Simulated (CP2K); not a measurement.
**AgCl (Chlorargyrite) under changes of volume**

One of the cells (20.458 Å³/atom); the others are scaled copies at fixed shape and fractional positions:

```
Ag Cl
1.0
     3.86787    0.00000    0.00000
     1.93394    3.34968    0.00000
     1.93394    1.11656    3.15811
Ag Cl
1 1
Cartesian
  0.0000 0.0000 0.0000
  3.8679 2.2331 1.5791
```

* Program: CP2K 2026.2
* Functional: PBE
* Potentials or basis: POTENTIAL_UZH Ag GTH-PBE-q11, Cl GTH-PBE-q7; TZVP-MOLOPT-PBE-GTH basis
* Density cutoff: 6123 eV
* k mesh: 8 × 8 × 8
* Occupations: fermi-dirac, width 0.05 eV
* Spin: no spin polarisation

```tsv
volume (Å³/atom)	energy over the lowest point (meV/atom)	pressure (GPa)
19.231	63.73	8.4
19.640	44.48	6.7
20.049	29.23	5.3
20.458	17.52	3.9
20.868	?	?
21.277	3.24	1.7
21.686	0.00	0.8
```

**Question.** What does the run at 20.868 Å³/atom give?

**Answer.** Energy over the lowest point 8.97 meV/atom; pressure 2.8 GPa.

Worked out: A Birch-Murnaghan fit of order 3 (a polynomial in V^(-2/3)) to the other rows has its minimum at 22.09 Å³/atom, just outside them, with B0 = V·E''(V) = 42 GPa and B' = 5.3. It gives 8.97 meV/atom at 20.868 Å³/atom, against the run's 8.97, and -dE/dV = 2.8 GPa, against 2.8.

Energies are extrapolated to zero smearing.

Caveats: the basis of atomic orbitals isn't converged, which shifts pressures, moduli and gaps.
